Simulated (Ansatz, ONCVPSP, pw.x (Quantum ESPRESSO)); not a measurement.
## What a changed setting does to a pw.x run (bcc Pt)

Potential: optimised norm-conserving Vanderbilt (ONCV), ONCVPSP 4.0.1.1 (patched build), PBE; core [Kr] 4d10 4f14, reference 5s2 5p6 5d9 6s1; waves: 5s+6s: rc 1.60 bohr, ncon 4, nbas 8, qcut 6.6 1/bohr, 2 projectors; 5p: rc 1.80 bohr, ncon 3, nbas 7, qcut 8 1/bohr, 2 projectors, debl 3.9 Ha; 5d: rc 2.15 bohr, ncon 4, nbas 8, qcut 7.1 1/bohr, 2 projectors, debl 3.7 Ha; local part: polynomial inside 1.15 bohr (lpopt 5, dvloc0 0 Ha); core correction: Teter function, fcfact 2.25, rcfact 1.05.

The reference run (k-mesh 15³, cutoffs 55/220 Ry, Fermi–Dirac 0.01 Ry, mixing_beta 0.4, conv_thr 1e-9, no spin) gives -2.39 GPa at 15.859 Å³/atom, where all-electron LAPW gives -0.19 GPa. This run, with its own iteration cap, changes electron_maxstep to 4, a wrong or extreme entry chosen on purpose.

```
&control
  calculation='scf', prefix='x', pseudo_dir='./', outdir='./tmp', tstress=.true., disk_io='none'
/
&system
  ibrav=0, nat=1, ntyp=1, ecutwfc=55, ecutrho=220, nbnd=17,
  occupations='smearing', smearing='fd', degauss=0.01
/
&electrons
  conv_thr=1e-09, mixing_beta=0.4, electron_maxstep=4
/
ATOMIC_SPECIES
Pt 1.0 Pt.UPF
CELL_PARAMETERS angstrom
  -1.58272430 1.58272430 1.58272430
  1.58272430 -1.58272430 1.58272430
  1.58272430 1.58272430 -1.58272430
ATOMIC_POSITIONS crystal
Pt 0.0000 0.0000 0.0000
K_POINTS automatic
15 15 15 0 0 0
```

```bash
pw.x < Pt.scf.in > Pt.scf.out
```

Problem. How does the run end?

Solution. It does not reach self-consistency within its iteration cap.

```
Message from routine setup:
     using ibrav=0 with symmetry is DISCOURAGED, use correct ibrav instead
     lattice parameter (alat)  =       5.1804  a.u.
     unit-cell volume          =     107.0218 (a.u.)^3
     number of electrons       =        18.00
     number of Kohn-Sham states=           17
     kinetic-energy cutoff     =      55.0000  Ry
     charge density cutoff     =     220.0000  Ry
     scf convergence threshold =      1.0E-09
     Exchange-correlation= PBE
     number of k points=   120  Fermi-Dirac smearing, width (Ry)=  0.0100
     iteration #  1     ecut=    55.00 Ry     beta= 0.40
     total energy              =    -245.10671385 Ry
     estimated scf accuracy    <       0.07728408 Ry
     iteration #  2     ecut=    55.00 Ry     beta= 0.40
     total energy              =    -245.11716437 Ry
     estimated scf accuracy    <       0.00308883 Ry
     iteration #  3     ecut=    55.00 Ry     beta= 0.40
     total energy              =    -245.11721825 Ry
     estimated scf accuracy    <       0.00069083 Ry
     iteration #  4     ecut=    55.00 Ry     beta= 0.40
     total energy              =    -245.11726191 Ry
     estimated scf accuracy    <       0.00000966 Ry
     convergence NOT achieved after   4 iterations: stopping
     Message from routine punch:
     Nothing written, as per user request (disk_io='none')
```

The run took about 16 s on one core of a shared host (Neoverse-N1, 64 threads, 124 GiB, load 58).
